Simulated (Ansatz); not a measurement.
# Boron, dhcp under PBEsol: ground state and equation of state

Aim: take boron in the dhcp structure, relax it, solve it on a dense k-mesh, then scale the cell to 7 volumes from 88 to 112 % of the relaxed one and try a fit of the equation of state. Spin polarisation is left out. The k-meshes are 17×17×5 for the relaxation; 28×28×3 for the dense run; 23×23×3 for the volumes.

Program: Ansatz 0.2.0. Level of theory: DFT PBEsol, plane waves (420 eV) with PAW, scalar-relativistic; the PAW data stem from PBE, with regenerated cores. These are calculated values, not measurements.

**1. The system as given**

The structure is hexagonal, space group P6_3/mmc (No. 194). Conventional cell: a = 2.101 Å, b = 2.101 Å, c = 6.861 Å, α = 90.00°, β = 90.00°, γ = 120.00°. Around B (site symmetry -3m) lie 12 B at 2.10 Å. B (site symmetry -6m2) is surrounded by 12 B at 2.10 Å.

Coordinates:

```xyz
4
Lattice="2.1006 0.0000 0.0000 -1.0503 1.8192 0.0000 0.0000 0.0000 6.8605" Properties=species:S:1:pos:R:3 pbc="T T T"
B     0.0000    0.0000    0.0000
B     0.0000    0.0000    3.4303
B     0.0000    1.2128    1.7151
B     1.0503    0.6064    5.1454
```

**2. Relaxation of the cell**

The input, input.yaml:

```yaml
crystal:
  lattice:
    - [2.1005919712, 0.0, 0.0]
    - [-1.0502959856, 1.81916601, 0.0]
    - [0.0, 0.0, 6.8605333778]
  atoms:
    - { symbol: B, position: [0.0, 0.0, 0.0] }
    - { symbol: B, position: [0.0, 0.0, 0.5] }
    - { symbol: B, position: [0.3333333333, 0.6666666667, 0.25] }
    - { symbol: B, position: [0.6666666667, 0.3333333333, 0.75] }
hamiltonian:
  xc: pbesol
  pseudopotentials:
    kind: paw
    azcp:
      B: "pseudopotentials/B.paw.azcp"
basis:
  ecutwfc: 420
  fft_grid_basis: typed
kpoints:
  mp_grid: { grid: [17, 17, 5], shift: [0, 0, 0] }
magnetization:
  spin_polarized: false
scf:
  occupations: { method: fermi_dirac, width: 0.1 }
relax:
  max_steps: 60
  f_tol: 0.01
  cell: {}
```

After this run come: The energy on a finer k-mesh; At 88 % of the relaxed volume; At 92 % of the relaxed volume; At 96 % of the relaxed volume; At 100 % of the relaxed volume; At 104 % of the relaxed volume; At 108 % of the relaxed volume; At 112 % of the relaxed volume.

**Question.** What will these runs give? Wanted: space group; conventional cell; volume; shortest distance; gap on the mesh; relative to alpha-rhombohedral; highest ELF outside the cores; V₀, B₀, B₀′.

As calculated:

| quantity | value |
| --- | --- |
| space group (spins left aside) | P6_3/mmc (No. 194) |
| conventional cell | a = 1.710 Å, c = 14.337 Å (c/a = 8.385) |
| volume | 9.075 Å³/atom |
| shortest distance | 1.710 Å |
| gap on the mesh | none (levels filled in part) |
| relative to alpha-rhombohedral (B12) | +735 meV/atom |
| highest ELF outside the cores | 0.76, 0.99 Å from the nearest atom |
| V₀, B₀, B₀′ | 9.016 Å³/atom, 194 GPa, 3.6 |

The relaxation enlarged the cell by 38.5 % in volume. It lies 735 meV/atom above the element's reference form at the same level (alpha-rhombohedral (B12), from a run of its own), so it is far from stable. Levels at the Fermi energy are filled in part, as in a metal. The fitted modulus is 194 GPa; letting shape and positions relax at each volume could only lower it. Relaxation kept the symmetry; phonons were not checked.
